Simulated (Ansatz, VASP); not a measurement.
## GaP: VASP beside Ansatz

The input INCAR:

```
SYSTEM = GaP
ALGO     = Normal         ! electronic algorithm
EDIFF    = 1E-6           ! SCF threshold, eV
ENCUT    = 520            ! plane-wave cutoff, eV
GGA      = PE             ! functional
ISIF     = 2              ! what is computed and relaxed
ISMEAR   = 0              ! smearing method
LASPH    = .True.         ! aspherical terms in the spheres
LCHARG   = .False.        ! write CHGCAR
LREAL    = .False.        ! projectors in reciprocal space
LWAVE    = .False.        ! write WAVECAR
NBANDS   = 16             ! bands
NELM     = 80             ! most SCF steps
PREC     = Accurate       ! precision mode
SIGMA    = 0.020999999999999998 ! smearing width, eV
```

Contents of KPOINTS:

```
k-points
0
Gamma
  8 8 8
  0 0 0
```

File POSCAR:

```
GaP
1.0
    0.0000000000      2.7252500000      2.7252500000
    2.7252500000      0.0000000000      2.7252500000
    2.7252500000      2.7252500000      0.0000000000
Ga P
1 1
Direct
    0.0000000000      0.0000000000      0.0000000000
    0.7500000000      0.7500000000      0.7500000000
```

Contents of input.yaml:

```yaml
crystal:
  lattice:
    - [0.0, 2.72525, 2.72525]
    - [2.72525, 0.0, 2.72525]
    - [2.72525, 2.72525, 0.0]
  atoms:
    - { symbol: Ga, position: [0.0, 0.0, 0.0] }
    - { symbol: P, position: [0.75, 0.75, 0.75] }
hamiltonian:
  xc: pbe
  pseudopotentials: { kind: paw }
kpoints:
  mp_grid: { grid: [8, 8, 8] }
scf:
  occupations: { method: gaussian, width: 0.021 }
output:
  forces: true
  stress: true
  eigenvalues: true
```

Alike in both runs: task single point; functional PBE; k mesh 8 × 8 × 8; occupations gaussian, width 0.021 eV; no spin polarisation.

```csv
,VASP,Ansatz
version,VASP 6.6.1,Ansatz 0.2.0
potentials or method,"VASP PAW PBE potentials, release 64 (Ga_d, P)",Ansatz PAW
plane-wave cutoff (eV),520,420
valence electrons in the cell,18,18
```

Ansatz gave:

- gap on the k mesh at the Fermi level (eV): 1.64
- least direct gap on the mesh (eV): 1.83
- pressure (GPa): 2.5

What did VASP give for the same quantities?

gap on the k mesh at the Fermi level (eV): 1.64; least direct gap on the mesh (eV): 1.83; pressure (GPa): 2.4.

A k mesh can miss the band edges. A hybrid or GW would open this gap; PBE tends to underestimate it.
